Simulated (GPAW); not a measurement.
# Al (P-1) in GPAW: convergence with k mesh

Aim: find how far k mesh must go before the results for Al settle, at LDA. This setting moves, with any that are tied to it; all else stays.

All numbers are computed with GPAW 26.7.0; they aren't measurements. Logs are shortened: lines on timing, memory, paths and dates and some standing lists are left out, and cuts for length are marked. The log counts tension as positive stress, the text compression.

### 1 Starting point

The typed cell holds 1 atom: a = 2.824 Å, b = 2.645 Å, c = 2.800 Å, α = 110.77°, β = 108.30°, γ = 109.45°.

This isn't the form of Al at room conditions, which is fcc.

### 2 With k mesh 3 × 3 × 3

run.py reads:

```python
from ase.dft.bandgap import bandgap
from ase.io import read, write
from ase.units import GPa
from gpaw import GPAW, PW

atoms = read('Al.xyz')

calc = GPAW(mode=PW(600),
            xc='LDA',
            kpts={'size': (3, 3, 3), 'gamma': True},
            occupations={'name': 'fermi-dirac', 'width': 0.05},
            nbands=7,
            convergence={'density': 1e-05, 'energy': 1e-05},
            maxiter=100,
            txt='gpaw.txt')
atoms.calc = calc
energy = atoms.get_potential_energy()
forces = atoms.get_forces()
stress = atoms.get_stress()
calc.write('gs.gpw')
write('result.traj', atoms)
print(f'Energy: {energy:.6f} eV')
print('Forces (eV/A):')
print(forces.round(4))
print('Stress (GPa):', (stress / GPa).round(3))
print('Fermi level:', round(calc.get_fermi_level(), 4), 'eV')
print(f'Gap: {bandgap(calc)[0]:.4f} eV, direct: {bandgap(calc, direct=True)[0]:.4f} eV')
```

Al.xyz reads:

```xyz
1
Lattice="-1.5759003900 1.6569236100 1.6579838500 1.4794763400 -1.5976414500 1.5022776300 1.6144548200 1.6361958800 -1.5987016800" Properties=species:S:1:pos:R:3 pbc="T T T"
Al     0.0000000000      0.0000000000      0.0000000000
```

Potentials or basis: the program's PAW data sets (release 1.2.1) made for this functional, pw.

Launch:

```sh
$ OMP_NUM_THREADS=1 python run.py
```

gpaw.txt:

```text
__  _  _
 | _ |_)|_||  |
 |__||  | ||/\| - 26.7.0

Input parameters:
  mode=PW(ecut=600.0),
  convergence={'density': 1e-05, 'energy': 1e-05},
  kpts=MonkhorstPack(size=(3, 3, 3), gamma=True),
  maxiter=100,
  nbands=7,
  occupations=Occupations(name='fermi-dirac', width=0.05),
  xc=XC(name='LDA')

Diagonalizing LCAO Hamiltonian
Converting LCAO to pw mode

       Al

Atoms  # Å, Bohr magnetons
|   | symbol |        x |        y |        z |    initial magnetic moments |
|---|--------|----------|----------|----------|-----------------------------|
| 0 |     Al | 0.000000 | 0.000000 | 0.000000 | ( 0.0000,  0.0000,  0.0000) |

Unit cell  # Å
| periodic |         x |         y |         z |  lengths |     angles |
|----------|-----------|-----------|-----------|----------|------------|
|      yes | -1.575900 |  1.656924 |  1.657984 | 2.824494 | 110.774947 |
|      yes |  1.479476 | -1.597641 |  1.502278 | 2.645401 | 108.304896 |
|      yes |  1.614455 |  1.636196 | -1.598702 | 2.799901 | 109.449141 |

Number of symmetries: 2
Symmetry operations  # r_c * U_cc + t_c -> r_c
|   | kind |            matrix            |
|---|------|------------------------------|
| 0 |  E   |  1, 0, 0,  0, 1, 0,  0, 0, 1 |
| 1 |  i   | -1, 0, 0,  0,-1, 0,  0, 0,-1 |

BZ-sampling:
  Number of BZ points: 27
  Number of IBZ points: 14

  Monkhorst-Pack size: [3, 3, 3]
  Monkhorst-Pack shift: [0, 0, 0]

K-points  # in reciprocal-cell coordinates
|     |                                coordinates |     weight |
|-----|--------------------------------------------|------------|
|   0 | (  0.00000000,   0.00000000,   0.00000000) | 0.03703704 |
|   1 | (  0.00000000,   0.00000000,   0.33333333) | 0.07407407 |
|   2 | (  0.00000000,   0.33333333,  -0.33333333) | 0.07407407 |
|   3 | (  0.00000000,   0.33333333,   0.00000000) | 0.07407407 |
|   4 | (  0.00000000,   0.33333333,   0.33333333) | 0.07407407 |
|   5 | (  0.33333333,  -0.33333333,  -0.33333333) | 0.07407407 |
|   6 | (  0.33333333,  -0.33333333,   0.00000000) | 0.07407407 |
|   7 | (  0.33333333,  -0.33333333,   0.33333333) | 0.07407407 |
|   8 | (  0.33333333,   0.00000000,  -0.33333333) | 0.07407407 |
|   9 | (  0.33333333,   0.00000000,   0.00000000) | 0.07407407 |
| ... |                                            |            |
|  13 | (  0.33333333,   0.33333333,   0.33333333) | 0.07407407 |

Plane wave coefficients: 545
Cutoff: 600.0 eV

Spin-components: 1 (collinear spins)
Bands:           7
Projectors:      5
Spin-degeneracy: 2
Datatype:        complex128

Parallelization:
  kpt:    1
  domain: 1
  band:   1

Density:
  Valence electrons: 3.0
  Components: 1
  Grid points: [16 15 16]
  Charge: 0.0  # |e|

Potential:
  Grid points: [16 15 16]

species:
  Al:
    name:    Aluminium
    Z:       13.0
    valence: 3
    core:    10
    charge:  0.0  # [|e|]
    compensation charges:
      type: gauss
      rc: 0.34  # [Å]
      lmax: 2
    cutoffs:
      filter: 1.91  # [Å]
      core: 2.36  # [Å]
    projectors
    | kind |    occ | energy [eV] | rcut [Å] |
    |------|--------|-------------|----------|
    |   3s |  2.000 |      -7.830 |    1.085 |
    |   3p |  1.000 |      -2.783 |    1.085 |
    |    s |        |      19.382 |    1.085 |
    |    p |        |      24.428 |    1.085 |
    |    d |        |       0.000 |    1.085 |

    Using partial waves for Al as LCAO basis

Reference energy: -6578.421307  # eV

eigensolver:
  PPCG
  Converge bands: occupied
  niter=2

density mixing:
  MSR1-Mixer
  Pratt-step length: 0.05
  Maximum mixing coefficient: 0.75
  Old densities: 10
  SVD Regularization: 0.005
  Good broyden scale: 1.0
  Trust region scale: 1.0
  Backstep threshold: 4.0
  History deletion threshold: 6.0
  Fourier metric: weight=20.0, sigma=0.015

occupation numbers:
  Fermi-Dirac:
    width: 0.0500  # eV

poisson solver:
  ecut: 4800.0  # eV

xc functional:
  name: None

convergence criteria:
- Maximum integral of absolute [dens]ity change: 1e-05 electrons / valence electron
- Maximum [total energy] change in last 3 cyles: 1e-05 eV / valence electron
- Maximum integral of absolute [eigenst]ate change: 4e-08 eV^2 / valence electron
maximum number of iterations: 100

SCF iterations
|iter     | |      energy | eigst |  dens |
|---------|-|-------------|-------|-------|
|iter:   1| |   -3.966488 | -0.26 |       |
|iter:   2| |   -3.965824 | -3.40 | -0.99 |
|iter:   3| |   -3.958404 | -3.38 | -1.02 |
|iter:   4| |   -3.958118 | -4.08 | -1.57 |
|iter:   5| |   -3.958124 | -6.17 | -2.80 |
|iter:   6| |   -3.958125c| -6.77 | -3.23 |
|iter:   7| |   -3.958125c| -8.68c| -4.52 |
|iter:   8| |   -3.958125c| -9.84c| -5.13c|

Converged in 8 steps
Energy contributions relative to reference atoms: (reference = -6578.421307)

Energy contributions:
  Kinetic:           6.192834
  Coulomb:          -3.753481
  Zero:             -0.005893
  External:          0.000000
  Xc:               -6.386766
  Entropy:          -0.009638
  Spinorbit:         0.000000
  ----------------------------
  Free energy:      -3.962944
  Extrapolated:     -3.958125

dipole moment: (-2.622413, -2.928955, -2.697610)  # |e|*Ang

Fermi level: 6.662
Eigenvalues  # (at kpt = [0.000, 0.000, 0.000])
| band index |      eig [eV] | occ [0-2] |
|------------|---------------|-----------|
|          0 |        -4.073 |     2.000 |
|          1 |        19.657 |     0.000 |
|          2 |        20.487 |     0.000 |
|          3 |        20.988 |     0.000 |
|          4 |        21.003 |     0.000 |
|          5 |        21.458 |     0.000 |
|          6 |        23.006 |     0.000 |

No gap
No difference between direct/indirect transitions

Forces  # eV/Ang
|       x |       y |       z |
|---------|---------|---------|
| 0.00000 | 0.00000 | 0.00000 |  # Al   0

Stress tensor  # eV/Ang^3
|         x |        y |         z |
|-----------|----------|-----------|
| -0.029869 | 0.003657 |  0.014813 |
|  0.003657 | 0.000747 |  0.023651 |
|  0.014813 | 0.023651 | -0.016698 |

# Writing to gs.gpw (mode='')
```

Wall time 1.5 s (1 thread of Arm Neoverse V2, shared host); peak memory 0.12 GiB.

What came out:

* Free energy: -3.9629 eV
* Pressure: 2.4 GPa
* Band gap on the k mesh: none (metal or under the smearing width)

### 3 With k mesh 4 × 4 × 4

run.py, as its differences from that of step 2:

```diff
@@ -9,3 +9,3 @@
             xc='LDA',
-            kpts={'size': (3, 3, 3), 'gamma': True},
+            kpts={'size': (4, 4, 4), 'gamma': True},
             occupations={'name': 'fermi-dirac', 'width': 0.05},
```

Al.xyz is that of step 2.

Potentials or basis: the program's PAW data sets (release 1.2.1) made for this functional, pw.

Launch:

```sh
$ OMP_NUM_THREADS=1 python run.py
```

Wall time 2.5 s (1 thread of Arm Neoverse V2, shared host); peak memory 0.12 GiB.

Results:

```yaml
Free_energy: -3.8959 eV
Pressure: -0.3 GPa
Band_gap_on_the_k_mesh: none (metal or under the smearing width)
```

### 4 With k mesh 5 × 5 × 5

run.py, as its differences from that of step 3:

```diff
@@ -9,3 +9,3 @@
             xc='LDA',
-            kpts={'size': (4, 4, 4), 'gamma': True},
+            kpts={'size': (5, 5, 5), 'gamma': True},
             occupations={'name': 'fermi-dirac', 'width': 0.05},
```

Al.xyz is that of step 3.

Launch:

```sh
$ OMP_NUM_THREADS=1 python run.py
```

It took 3.7 s on 1 thread of Arm Neoverse V2, shared host; peak memory 0.12 GiB.

What came out:

```
Free energy            : -4.0969 eV
Pressure               : 1.7 GPa
Band gap on the k mesh : none (metal or under the smearing width)
```

### 5 With k mesh 6 × 6 × 6

run.py, as its differences from that of step 4:

```diff
@@ -9,3 +9,3 @@
             xc='LDA',
-            kpts={'size': (5, 5, 5), 'gamma': True},
+            kpts={'size': (6, 6, 6), 'gamma': True},
             occupations={'name': 'fermi-dirac', 'width': 0.05},
```

Al.xyz is that of step 4.

Launch:

```sh
$ OMP_NUM_THREADS=1 python run.py
```

Run time: 5.8 s. Hardware: 1 thread of Arm Neoverse V2, shared host; peak memory 0.13 GiB.

Results (log left out):

* Free energy: -4.0923 eV
* Pressure: 1.7 GPa
* Band gap on the k mesh: none (metal or under the smearing width)

### 6 With k mesh 7 × 8 × 7

run.py, as its differences from that of step 5:

```diff
@@ -9,3 +9,3 @@
             xc='LDA',
-            kpts={'size': (6, 6, 6), 'gamma': True},
+            kpts={'size': (7, 8, 7), 'gamma': True},
             occupations={'name': 'fermi-dirac', 'width': 0.05},
```

Al.xyz is that of step 5.

Potentials or basis: the program's PAW data sets (release 1.2.1) made for this functional, pw.

Launch:

```sh
$ OMP_NUM_THREADS=1 python run.py
```

It took 9.5 s on 1 thread of Arm Neoverse V2, shared host; peak memory 0.14 GiB.

The run converged. Its results:

```yaml
Free_energy: -4.0927 eV
Pressure: 1.5 GPa
Band_gap_on_the_k_mesh: none (metal or under the smearing width)
```

### 7 With k mesh 9 × 9 × 9

run.py, as its differences from that of step 6:

```diff
@@ -9,3 +9,3 @@
             xc='LDA',
-            kpts={'size': (7, 8, 7), 'gamma': True},
+            kpts={'size': (9, 9, 9), 'gamma': True},
             occupations={'name': 'fermi-dirac', 'width': 0.05},
```

Al.xyz is that of step 6.

Launch:

```sh
$ OMP_NUM_THREADS=1 python run.py
```

It took 17 s on 1 thread of Arm Neoverse V2, shared host; peak memory 0.17 GiB.

Results (log left out):

| Item | Value |
| --- | --- |
| Free energy | -4.0706 eV |
| Pressure | 1.3 GPa |
| Band gap on the k mesh | none (metal or under the smearing width) |

### 8 With k mesh 10 × 11 × 10

run.py, as its differences from that of step 7:

```diff
@@ -9,3 +9,3 @@
             xc='LDA',
-            kpts={'size': (9, 9, 9), 'gamma': True},
+            kpts={'size': (10, 11, 10), 'gamma': True},
             occupations={'name': 'fermi-dirac', 'width': 0.05},
```

Al.xyz is that of step 7.

Launch:

```sh
$ OMP_NUM_THREADS=1 python run.py
```

It took 25 s on 1 thread of Arm Neoverse V2, shared host; peak memory 0.2 GiB.

The run converged. Its results:

| Item | Value |
| --- | --- |
| Free energy | -4.0674 eV |
| Pressure | 1.1 GPa |
| Band gap on the k mesh | none (metal or under the smearing width) |

### 9 With k mesh 12 × 13 × 13

run.py, as its differences from that of step 8:

```diff
@@ -9,3 +9,3 @@
             xc='LDA',
-            kpts={'size': (10, 11, 10), 'gamma': True},
+            kpts={'size': (12, 13, 13), 'gamma': True},
             occupations={'name': 'fermi-dirac', 'width': 0.05},
```

Al.xyz is that of step 8.

Potentials or basis: the program's PAW data sets (release 1.2.1) made for this functional, pw.

Launch:

```sh
$ OMP_NUM_THREADS=1 python run.py
```

Wall time 45 s (1 thread of Arm Neoverse V2, shared host); peak memory 0.28 GiB.

The run converged. Its results:

```
Free energy            : -4.0704 eV
Pressure               : 1.3 GPa
Band gap on the k mesh : none (metal or under the smearing width)
```

### 10 With k mesh 15 × 16 × 15

run.py, as its differences from that of step 9:

```diff
@@ -9,3 +9,3 @@
             xc='LDA',
-            kpts={'size': (12, 13, 13), 'gamma': True},
+            kpts={'size': (15, 16, 15), 'gamma': True},
             occupations={'name': 'fermi-dirac', 'width': 0.05},
```

Al.xyz is that of step 9.

Launch:

```sh
$ OMP_NUM_THREADS=1 python run.py
```

It took 80 s on 1 thread of Arm Neoverse V2, shared host; peak memory 0.4 GiB.

It converged, with:

```yaml
Free_energy: -4.0722 eV
Pressure: 1.4 GPa
Band_gap_on_the_k_mesh: none (metal or under the smearing width)
```

### 11 The series at a glance

```csv
k mesh,"energy less the tightest run, at zero smearing (meV/atom)",pressure (GPa),SCF cycles,CPU time (s),peak memory (GiB)
3 × 3 × 3,112.46,2.45,8,1.5,0.12
4 × 4 × 4,178.71,-0.29,8,2.5,0.12
5 × 5 × 5,-24.54,1.75,8,3.7,0.12
6 × 6 × 6,-20.07,1.71,8,5.8,0.13
7 × 8 × 7,-21.22,1.51,8,9.5,0.14
9 × 9 × 9,1.72,1.32,8,17,0.17
10 × 11 × 10,5.16,1.10,8,25,0.2
12 × 13 × 13,2.08,1.28,8,45,0.28
15 × 16 × 15,0.00,1.37,8,80,0.4
```

Against the tightest run, the pressure stays within 0.1 GPa from 12 × 13 × 13 on. Not settled before the last step: the energy (to 1 meV/atom). Meshes of other sizes hit other points, so gaps and Fermi surfaces needn't settle smoothly. The tightest run that finished is the yardstick and may itself not be fully converged.
